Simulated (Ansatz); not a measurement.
BaSnO3, pressure series

The reference is BaSnO₃ in the cubic perovskite structure (space group Pm-3m, No. 221; a = 4.131 Å).

Cell and atoms are relaxed at each pressure.

All numbers come from r2SCAN (Ansatz, a program for electronic structure, PAW, no SOC).

```
variant           band gap  smallest direct gap  lattice parameter a
----------------  --------  -------------------  -------------------
base               1.56 eV              2.04 eV           7.807 bohr
pressure −2 GPa    1.40 eV              1.88 eV           7.841 bohr
pressure −1 GPa    1.48 eV              1.96 eV           7.824 bohr
pressure 0.3 GPa   1.59 eV              2.07 eV           7.802 bohr
pressure 0.7 GPa   1.62 eV              2.10 eV           7.796 bohr
pressure 1.5 GPa   1.69 eV              2.16 eV           7.783 bohr
pressure 3 GPa     1.80 eV              2.27 eV           7.760 bohr
pressure 5 GPa         [?]                  [?]                  [?]
pressure 7.5 GPa   2.14 eV              2.60 eV           7.696 bohr
pressure 10 GPa    2.31 eV              2.77 eV           7.664 bohr
```

Problem. Some entries are withheld; estimate them.

Solution. 
- pressure 5 GPa, band gap: 1.95 eV
- pressure 5 GPa, smallest direct gap: 2.42 eV
- pressure 5 GPa, lattice parameter a: 7.731 bohr

Load acts through the strain it causes; cell and atoms are relaxed under it. Stability against distortions was not tested. Competing high-pressure phases were not computed.
